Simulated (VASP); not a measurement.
# Sb (Im-3m) in VASP: a series of runs

One crystal, Sb, is run at these levels: PBE; tasks: single point.

Program: VASP 6.6.1. These are calculated values, not measurements. Logs are shortened: lines on timing, memory, paths and dates and some standing lists are left out, and cuts for length are marked.

### Step 1. Starting point

The structure is cubic, space group Im-3m (No. 229). Conventional cell: a = 3.743 Å, b = 3.743 Å, c = 3.743 Å, α = 90.00°, β = 90.00°, γ = 90.00°. Around Sb (site symmetry m-3m) lie 8 Sb at 3.24 Å.

This isn't the form of Sb at room conditions, which is rhombohedral.

### Step 2. Single point, PBE

Input file INCAR:

```
SYSTEM = Sb
PREC = Accurate
ENCUT = 450
EDIFF = 1E-6
ISMEAR = -5
SIGMA = 0.05
LREAL = .False.
LASPH = .True.
NELM = 100
ALGO = Normal
ISIF = 2
LWAVE = .False.
LCHARG = .False.
GGA = PE
ADDGRID = .False.
```

Input file KPOINTS:

```
Automatic mesh
0
Gamma
  7 7 7
  0 0 0
```

Input file POSCAR:

```
Sb
1.0
   -1.8488020000      1.8498240000      1.9110830000
    1.8778730000     -1.8297390000      1.9200690000
    1.8451380000      1.8260750000     -1.8909980000
Sb
1
Direct
   -0.0010080000      0.0132760000      0.0062290000
```

Potentials or basis: VASP PAW PBE potentials, release 64 (Sb).

On the command line:

```sh
> cat potpaw_PBE.64/Sb/POTCAR > POTCAR
> mpirun -np 1 vasp_std > vasp.out
```

OUTCAR:

```text
SYSTEM = Sb
   PREC = Accurate
   ENCUT = 450
   EDIFF = 1E-6
   ISMEAR = -5
   LREAL = .False.
   LASPH = .True.
   NELM = 100
   ISIF = 2
   GGA = PE

 Found    172 irreducible k-points:

 Following reciprocal coordinates:
            Coordinates               Weight
  0.000000  0.000000  0.000000      1.000000
  0.142857  0.000000  0.000000      2.000000
  0.285714  0.000000  0.000000      2.000000
  0.428571  0.000000  0.000000      2.000000
  0.000000  0.142857  0.000000      2.000000
  0.142857  0.142857  0.000000      2.000000
   k-points           NKPTS =    172   k-points in BZ     NKDIM =    172   number of bands    NBANDS=      6
   number of dos      NEDOS =    301   number of ions     NIONS =      1
   total plane-waves  NPLWV =  13824
   dimension x,y,z NGX =    24 NGY =   24 NGZ =   24
   dimension x,y,z NGXF=    48 NGYF=   48 NGZF=   48
   ions per type =               1
   NGX,Y,Z   is equivalent  to a cutoff of  12.32, 12.28, 12.42 a.u.
   NGXF,Y,Z  is equivalent  to a cutoff of  24.64, 24.55, 24.85 a.u.
 SYSTEM =  Sb
   PREC   = accura    normal or accurate (medium, high low for compatibility)
   ISTART =      0    job   : 0-new  1-cont  2-samecut
   ICHARG =      2    charge: 1-file 2-atom 10-const
   ISPIN  =      1    spin polarized calculation?
   LNONCOLLINEAR =      F non collinear calculations
   LSORBIT =      F    spin-orbit coupling
   LASPH  =      T    aspherical Exc in radial PAW
   ENCUT  =  450.0 eV  33.07 Ry    5.75 a.u.   5.60  5.62  5.56*2*pi/ulx,y,z
   NELM   =    100;   NELMIN=  2; NELMDL= -5     # of ELM steps
   EDIFF  = 0.1E-05   stopping-criterion for ELM
   LREAL  =      F    real-space projection
   EDIFFG = 0.1E-04   stopping-criterion for IOM
   NSW    =      0    number of steps for IOM
   IBRION =     -1    ionic relax: 0-MD 1-quasi-New 2-CG
   NFREE  =      0    steps in history (QN), initial steepest desc. (CG)
   ISIF   =      2    stress and relaxation
   ISYM   =      2    0-nonsym 1-usesym 2-fastsym
   POTIM  = 0.5000    time-step for ionic-motion
   TEBEG  =    0.0;   TEEND  =   0.0 temperature during run
   PSTRESS=    0.0 pullay stress
   NELECT =       5.0000    total number of electrons
   NUPDOWN=      -1.0000    fix difference up-down
   EMIN   =  10.00;   EMAX   =-10.00  energy-range for DOS
   EFERMI =   0.00;   METHOD = LEGACY
   ISMEAR =    -5;   SIGMA  =   0.05  broadening in eV -4-tet -1-fermi 0-gaus
   EFERMI_NEDOS =   21; number of points for ismear=-14 and -15
   IALGO  =     38    algorithm
   IMIX   =      4    mixing-type and parameters
     AMIX     =   0.40;   BMIX     =  1.00
     AMIX_MAG =   1.60;   BMIX_MAG =  1.00
  volume/ion in A,a.u.               =      26.21       176.89
  Fermi-wavevector in a.u.,A,eV,Ry     =   0.942378  1.780837 12.083020  0.888077
  Thomas-Fermi vector in A             =   2.069982
   LORBIT       =      0    0 simple, 1 ext, 2 COOP (PROOUT), +10 PAW based schemes
   GGA     = PE    functional components
   LHFCALC =     F    Hartree Fock is set to
   AEXX    =    0.0000 exact exchange contribution
   IVDW    =     0    specifies the selected vdW correction
   LEPSILON=     F    determine dielectric tensor
   LRPA    =     F    only Hartree local field effects (RPA)
 non-spin polarized calculation
 Fermi weights with tetrahedron method with Bloechl corrections
  energy-cutoff  :      450.00
  volume of cell :       26.21
 maximum number of plane-waves:       582
   NGX = 11   NGY = 11   NGZ = 11

 number of electron       5.0000000 magnetization

 Free energy of the ion-electron system (eV)
  ---------------------------------------------------
  ext. energy  EPLUGINS =         0.00000000
  ---------------------------------------------------
  free energy    TOTEN  =        -3.87421096 eV

  energy without entropy =       -3.87421096  energy(sigma->0) =       -3.87421096

 E-fermi :   8.8516     XC(G=0): -10.3439

 val. band max:        9.2167235561   @ k =   0.4286  -0.4286   0.1429
 cond. band min:       8.6823728401   @ k =   0.1429   0.1429   0.2857
 fundamental gap:     -0.5343507159
 Fermi energy:         8.8515929686

 k-point     1 :       0.0000    0.0000    0.0000
  band No.  band energies     occupation
      1      -4.2476      2.00000
      2      14.2860      0.00000
      3      14.5409      0.00000
      4      14.6817      0.00000
      5      19.1367      0.00000
      6      19.3658      0.00000

 k-point     2 :       0.1429    0.0000    0.0000
  band No.  band energies     occupation
      1      -3.8175      2.00000
      2      11.5874     -0.07593
      3      13.3475      0.00000
      4      14.2348      0.00000
      5      17.6933      0.00000
      6      17.9985      0.00000

 k-point     3 :       0.2857    0.0000    0.0000
  band No.  band energies     occupation
      1      -2.5514      2.00000
      2       7.2986      1.79416
      3      11.7478     -0.02128
      4      13.4195      0.00000
      5      16.2307      0.00000
      6      16.6783      0.00000

 k-point     4 :       0.4286    0.0000    0.0000
  band No.  band energies     occupation
      1      -0.6903      2.00000
      2       3.7722      2.00099
      3      10.8151     -0.05839
      4      12.8455      0.00000
      5      15.5107      0.00000
      6      16.0116      0.00000

 k-point     5 :       0.0000    0.1429    0.0000
  band No.  band energies     occupation
      1      -3.8261      2.00000
      2      11.4287     -0.04575
      3      13.4839      0.00000
      4      14.3072      0.00000
      5      17.7953      0.00000
      6      18.1302      0.00000

 k-point     6 :       0.1429    0.1429    0.0000
  band No.  band energies     occupation
      1      -3.0017      2.00000
      2       9.0405      0.97210
      3      10.8801     -0.03767
      4      13.3181      0.00000
      5      17.6130      0.00000
      6      18.1425      0.00000

 [... further k-points ...]

------------------------ aborting loop because EDIFF is reached ----------------------------------------

  FORCE on cell =-STRESS in cart. coord.  units (eV):
  Direction    XX          YY          ZZ          XY          YZ          ZX
  --------------------------------------------------------------------------------------
  -------------------------------------------------------------------------------------
  Total        0.4810083      0.5280100      0.4267847     -0.0293790     -0.0335858     -0.0452797
  in kB       29.3998101     32.2726125     26.0856002     -1.7956822     -2.0528025     -2.7675503
  external PRESSURE =      29.2526743 kB  Pullay stress =       0.0000000 kB

 VOLUME and BASIS-vectors are now :
 -----------------------------------------------------------------------------
  energy-cutoff  :      450.00
  volume of cell :       26.21
      direct lattice vectors                 reciprocal lattice vectors
    -1.848802000  1.849824000  1.911083000    -0.001760844  0.270622024  0.259612708
     1.877873000 -1.829739000  1.920069000     0.266576263 -0.001149462  0.259001326
     1.845138000  1.826075000 -1.890998000     0.268894891  0.272329269 -0.003468089

 POSITION                                       TOTAL-FORCE (eV/Angst)
 -----------------------------------------------------------------------------------
     -1.81051      1.83504      1.92287        -0.000000      0.000000      0.000000
 -----------------------------------------------------------------------------------
    total drift:                               -0.000000      0.000000     -0.000000

  FREE ENERGIE OF THE ION-ELECTRON SYSTEM (eV)
  ---------------------------------------------------
  free  energy   TOTEN  =        -3.8742109597 eV

  energy  without entropy=       -3.8742109597  energy(sigma->0) =       -3.87421096
```

It took 26 s on 1 thread of AMD EPYC 7R43 (Zen 3), shared host; peak memory 0.11 GiB.

These settings aren't checked as converged: the numbers below hold their error.

What came out:

| Item | Value |
| --- | --- |
| Free energy | -3.8742 eV |
| Pressure | 2.9 GPa |
| Band gap on the k mesh | none (metal or under the smearing width) |

Caveat: tetrahedron occupations give inexact forces and stress in metals.

### Step 3. Single point, PBE

INCAR: that of step 2 with these lines changed.

```diff
@@ -2,5 +2,5 @@
 PREC = Accurate
-ENCUT = 450
+ENCUT = 900
 EDIFF = 1E-6
-ISMEAR = -5
+ISMEAR = 0
 SIGMA = 0.05
```

Input file KPOINTS:

```
Automatic mesh
0
Gamma
  5 5 5
  0 0 0
```

Input file POSCAR:

```
Sb
1.0
   -1.8713408863      1.8713408863      1.8713408863
    1.8713408863     -1.8713408863      1.8713408863
    1.8713408863      1.8713408863     -1.8713408863
Sb
1
Direct
    0.0000000000      0.0000000000      0.0000000000
```

Potentials or basis: VASP PAW PBE potentials, release 64 (Sb).

On the command line:

```sh
> cat potpaw_PBE.64/Sb/POTCAR > POTCAR
> mpirun -np 1 vasp_std > vasp.out
```

Run time: 6.9 s. Hardware: 1 thread of AMD EPYC 7R43 (Zen 3), shared host; peak memory 0.14 GiB.

These settings aren't checked as converged: the numbers below hold their error.

What came out:

```
Free energy            : -3.8622 eV
Pressure               : 1.1 GPa
Band gap on the k mesh : none (metal or under the smearing width)
```

Caveat: the k mesh is coarse (spacing up to 0.47 Å⁻¹), so the values aren't converged.

### Step 4. Single point, PBE

INCAR is that of step 3.

KPOINTS is that of step 3.

Input file POSCAR:

```
Sb
1.0
   -1.8488020000      1.8498240000      1.9110830000
    1.8778730000     -1.8297390000      1.9200690000
    1.8451380000      1.8260750000     -1.8909980000
Sb
1
Direct
   -0.0010080000      0.0132760000      0.0062290000
```

On the command line:

```sh
> cat potpaw_PBE.64/Sb/POTCAR > POTCAR
> mpirun -np 1 vasp_std > vasp.out
```

Run time: 25 s. Hardware: 1 thread of AMD EPYC 7R43 (Zen 3), shared host; peak memory 0.15 GiB.

The run converged, but some of its settings lie outside the range that counts as converged, so its numbers aren't taken as properties of the crystal.

Results:

```
Free energy            : -3.8928 eV
Pressure               : 1.0 GPa
Band gap on the k mesh : none (metal or under the smearing width)
```

Caveat: the k mesh is coarse (spacing up to 0.48 Å⁻¹), so the values aren't converged.

### Step 5. Single point, PBE

INCAR: that of step 4 with these lines changed.

```diff
@@ -2,3 +2,3 @@
 PREC = Accurate
-ENCUT = 900
+ENCUT = 550
 EDIFF = 1E-6
```

Input file KPOINTS:

```
Automatic mesh
0
Gamma
  7 7 7
  0 0 0
```

Input file POSCAR:

```
Sb
1.0
   -1.8713408863      1.8713408863      1.8713408863
    1.8713408863     -1.8713408863      1.8713408863
    1.8713408863      1.8713408863     -1.8713408863
Sb
1
Direct
    0.0000000000      0.0000000000      0.0000000000
```

Potentials or basis: VASP PAW PBE potentials, release 64 (Sb).

On the command line:

```sh
> cat potpaw_PBE.64/Sb/POTCAR > POTCAR
> mpirun -np 1 vasp_std > vasp.out
```

OUTCAR:

```text
SYSTEM = Sb
   PREC = Accurate
   ENCUT = 550
   EDIFF = 1E-6
   ISMEAR = 0
   LREAL = .False.
   LASPH = .True.
   NELM = 100
   ISIF = 2
   GGA = PE

 Found     20 irreducible k-points:

 Following reciprocal coordinates:
            Coordinates               Weight
  0.000000  0.000000  0.000000      1.000000
  0.142857  0.000000  0.000000     12.000000
  0.285714  0.000000  0.000000     12.000000
  0.428571  0.000000  0.000000     12.000000
  0.142857  0.142857  0.000000     24.000000
  0.285714  0.142857  0.000000     48.000000
   k-points           NKPTS =     20   k-points in BZ     NKDIM =     20   number of bands    NBANDS=      6
   number of dos      NEDOS =    301   number of ions     NIONS =      1
   total plane-waves  NPLWV =  21952
   dimension x,y,z NGX =    28 NGY =   28 NGZ =   28
   dimension x,y,z NGXF=    56 NGYF=   56 NGZF=   56
   ions per type =               1
   NGX,Y,Z   is equivalent  to a cutoff of  14.36, 14.36, 14.36 a.u.
   NGXF,Y,Z  is equivalent  to a cutoff of  28.72, 28.72, 28.72 a.u.
 SYSTEM =  Sb
   PREC   = accura    normal or accurate (medium, high low for compatibility)
   ISTART =      0    job   : 0-new  1-cont  2-samecut
   ICHARG =      2    charge: 1-file 2-atom 10-const
   ISPIN  =      1    spin polarized calculation?
   LNONCOLLINEAR =      F non collinear calculations
   LSORBIT =      F    spin-orbit coupling
   LASPH  =      T    aspherical Exc in radial PAW
   ENCUT  =  550.0 eV  40.42 Ry    6.36 a.u.   6.20  6.20  6.20*2*pi/ulx,y,z
   NELM   =    100;   NELMIN=  2; NELMDL= -5     # of ELM steps
   EDIFF  = 0.1E-05   stopping-criterion for ELM
   LREAL  =      F    real-space projection
   EDIFFG = 0.1E-04   stopping-criterion for IOM
   NSW    =      0    number of steps for IOM
   IBRION =     -1    ionic relax: 0-MD 1-quasi-New 2-CG
   NFREE  =      0    steps in history (QN), initial steepest desc. (CG)
   ISIF   =      2    stress and relaxation
   ISYM   =      2    0-nonsym 1-usesym 2-fastsym
   POTIM  = 0.5000    time-step for ionic-motion
   TEBEG  =    0.0;   TEEND  =   0.0 temperature during run
   PSTRESS=    0.0 pullay stress
   NELECT =       5.0000    total number of electrons
   NUPDOWN=      -1.0000    fix difference up-down
   EMIN   =  10.00;   EMAX   =-10.00  energy-range for DOS
   EFERMI =   0.00;   METHOD = LEGACY
   ISMEAR =     0;   SIGMA  =   0.05  broadening in eV -4-tet -1-fermi 0-gaus
   EFERMI_NEDOS =   21; number of points for ismear=-14 and -15
   IALGO  =     38    algorithm
   IMIX   =      4    mixing-type and parameters
     AMIX     =   0.40;   BMIX     =  1.00
     AMIX_MAG =   1.60;   BMIX_MAG =  1.00
  volume/ion in A,a.u.               =      26.21       176.89
  Fermi-wavevector in a.u.,A,eV,Ry     =   0.942378  1.780837 12.083018  0.888077
  Thomas-Fermi vector in A             =   2.069982
   LORBIT       =      0    0 simple, 1 ext, 2 COOP (PROOUT), +10 PAW based schemes
   GGA     = PE    functional components
   LHFCALC =     F    Hartree Fock is set to
   AEXX    =    0.0000 exact exchange contribution
   IVDW    =     0    specifies the selected vdW correction
   LEPSILON=     F    determine dielectric tensor
   LRPA    =     F    only Hartree local field effects (RPA)
 non-spin polarized calculation
 Gauss-broadening in eV      SIGMA  =   0.05
  energy-cutoff  :      550.00
  volume of cell :       26.21
 maximum number of plane-waves:       772
 NGX is ok and might be reduce to    28
   NGX = 13   NGY = 13   NGZ = 13

 number of electron       5.0000000 magnetization

 Free energy of the ion-electron system (eV)
  ---------------------------------------------------
  ext. energy  EPLUGINS =         0.00000000
  ---------------------------------------------------
  free energy    TOTEN  =        -3.81874869 eV

  energy without entropy =       -3.81715130  energy(sigma->0) =       -3.81795000

 E-fermi :   8.9285     XC(G=0): -10.3513

 val. band max:        8.8871797830   @ k =   0.2857   0.1429   0.1429
 cond. band min:       8.9835558517   @ k =  -0.4286   0.4286   0.2857
 fundamental gap:      0.0963760687
 Fermi energy:         8.9284855324

 k-point     1 :       0.0000    0.0000    0.0000
  band No.  band energies     occupation
      1      -4.2568      2.00000
      2      14.4973      0.00000
      3      14.4973      0.00000
      4      14.4973      0.00000
      5      19.4437      0.00000
      6      19.4437      0.00000

 k-point     2 :       0.1429    0.0000    0.0000
  band No.  band energies     occupation
      1      -3.8191      2.00000
      2      11.7220      0.00000
      3      13.3041      0.00000
      4      14.1204      0.00000
      5      17.6822      0.00000
      6      17.8642      0.00000
[... 28 lines left out ...]
 k-point     6 :       0.2857    0.1429    0.0000
  band No.  band energies     occupation
      1      -1.3066      2.00000
      2       5.6465      2.00000
      3       9.1613      0.00000
      4      12.0042      0.00000
      5      16.5724      0.00000
      6      18.4224      0.00000

 [... further k-points ...]

------------------------ aborting loop because EDIFF is reached ----------------------------------------

  FORCE on cell =-STRESS in cart. coord.  units (eV):
  Direction    XX          YY          ZZ          XY          YZ          ZX
  --------------------------------------------------------------------------------------
  -------------------------------------------------------------------------------------
  Total        0.2765633      0.2765633      0.2765633      0.0000000     -0.0000000     -0.0000000
  in kB       16.9038808     16.9038808     16.9038808      0.0000000     -0.0000000     -0.0000000
  external PRESSURE =      16.9038808 kB  Pullay stress =       0.0000000 kB

 VOLUME and BASIS-vectors are now :
 -----------------------------------------------------------------------------
  energy-cutoff  :      550.00
  volume of cell :       26.21
      direct lattice vectors                 reciprocal lattice vectors
    -1.871340886  1.871340886  1.871340886     0.000000000  0.267188092  0.267188092
     1.871340886 -1.871340886  1.871340886     0.267188092  0.000000000  0.267188092
     1.871340886  1.871340886 -1.871340886     0.267188092  0.267188092  0.000000000

 POSITION                                       TOTAL-FORCE (eV/Angst)
 -----------------------------------------------------------------------------------
      0.00000      0.00000      0.00000        -0.000000      0.000000     -0.000000
 -----------------------------------------------------------------------------------
    total drift:                                0.000000      0.000000      0.000000

  FREE ENERGIE OF THE ION-ELECTRON SYSTEM (eV)
  ---------------------------------------------------
  free  energy   TOTEN  =        -3.8187486935 eV

  energy  without entropy=       -3.8171513047  energy(sigma->0) =       -3.81795000
```

OSZICAR:

```text
N       E                     dE             d eps       ncg     rms          rms(c)
DAV:   1     0.966291180568E+01    0.96629E+01   -0.17778E+03   240   0.594E+02
DAV:   2    -0.361132800060E+01   -0.13274E+02   -0.13123E+02   348   0.812E+01
DAV:   3    -0.382201629612E+01   -0.21069E+00   -0.19781E+00   276   0.108E+01
DAV:   4    -0.382282037168E+01   -0.80408E-03   -0.80408E-03   330   0.901E-01
DAV:   5    -0.382282299151E+01   -0.26198E-05   -0.26197E-05   294   0.351E-02    0.183E+00
DAV:   6    -0.382011313917E+01    0.27099E-02   -0.20644E-03   246   0.317E-01    0.104E+00
DAV:   7    -0.381872882894E+01    0.13843E-02   -0.43700E-03   252   0.457E-01    0.615E-02
DAV:   8    -0.381874811756E+01   -0.19289E-04   -0.60284E-05   318   0.763E-02    0.566E-03
DAV:   9    -0.381874869352E+01   -0.57596E-06   -0.82004E-07   252   0.901E-03
   1 F= -.38187487E+01 E0= -.38179500E+01  d E =-.159739E-02
```

stdout:

```text
POSCAR found type information on POSCAR Sb
 POSCAR found :  1 types and       1 ions
 scaLAPACK will be used
 LDA part: xc-table for (Slater+PW92), standard interpolation
 POSCAR, INCAR and KPOINTS ok, starting setup
 FFT: planning ... GRIDC
 FFT: planning ... GRID_SOFT
 FFT: planning ... GRID
 WAVECAR not read
 entering main loop
```

Wall time 7.8 s (1 thread of AMD EPYC 7R43 (Zen 3), shared host); peak memory 0.11 GiB.

The run converged, but some of its settings lie outside the range that counts as converged, so its numbers aren't taken as properties of the crystal.

What came out:

```yaml
Free_energy: -3.8187 eV
Pressure: 1.7 GPa
Band_gap_on_the_k_mesh: none (metal or under the smearing width)
```

### Step 6. The reference run

An earlier run on the cell as given: functional PBE; potentials or basis VASP PAW PBE potentials, release 64 (Sb); cutoff 520 eV; k mesh 10 × 10 × 10; occupations fermi-dirac, width 0.05 eV; no spin polarisation.

* Pressure: 3.0 GPa
* Band gap on the k mesh: none (metal or under the smearing width)
